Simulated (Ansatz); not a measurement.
Runs of Ansatz 0.2.0 on InSe. It takes space group C2/m (No. 12, monoclinic). The conventional cell has a = 11.653 Å, b = 4.109 Å, c = 5.073 Å, α = 90.00°, β = 109.86°, γ = 90.00°. Around In (site symmetry m) lie 3 Se at 2.68 to 2.69 Å and 1 In at 2.80 Å. Se (site symmetry m) is surrounded by 3 In at 2.68 to 2.69 Å. The cell comes from a database or a generator and needn't be the stable form of this composition.

| task | level | cell | k mesh | points for each segment of the path | gap on the mesh (eV) | pressure (GPa) | relaxed volume (Å³/atom) | largest force (eV/Å) |
| --- | --- | --- | --- | --- | --- | --- | --- | --- |
| relaxation of cell and atoms | PBE0 | relaxed | 4 × 4 × 4 | - | 2.47 | 0.0 | 29.44 | 0.01 |
| band structure | PBE0 | as given | 6 × 6 × 4 | 4 | 2.51 | -0.5 | - | (b) |
| band structure | HSE06 | as given | 6 × 6 × 4 | 4 | 1.88 | (a) | - | 0.10 |
| relaxation of cell and atoms | HSE06 | relaxed | 4 × 4 × 4 | - | 1.83 | 0.0 | 30.03 | - |

Alike in all rows: potentials or basis Ansatz PAW; no spin polarisation; cutoff (eV) 420; smearing fermi-dirac 0.05 eV.

**Question.** Fill in the values left out.

**Answer.** (a) -0.3; (b) 0.12.

Caveats: spin-orbit coupling is left out, which moves the levels of the heavy elements; the PAW data sets come from PBE, with cores solved anew for the run's functional, which leaves a small shift of forces and pressure; the plane-wave basis is chosen anew once the cell has moved, so the energies of steps on either side of that aren't comparable (some runs); the thresholds are loose for stress (some runs).

A k mesh can miss the band edges, and the runs leave out spin-orbit coupling on In, Se.
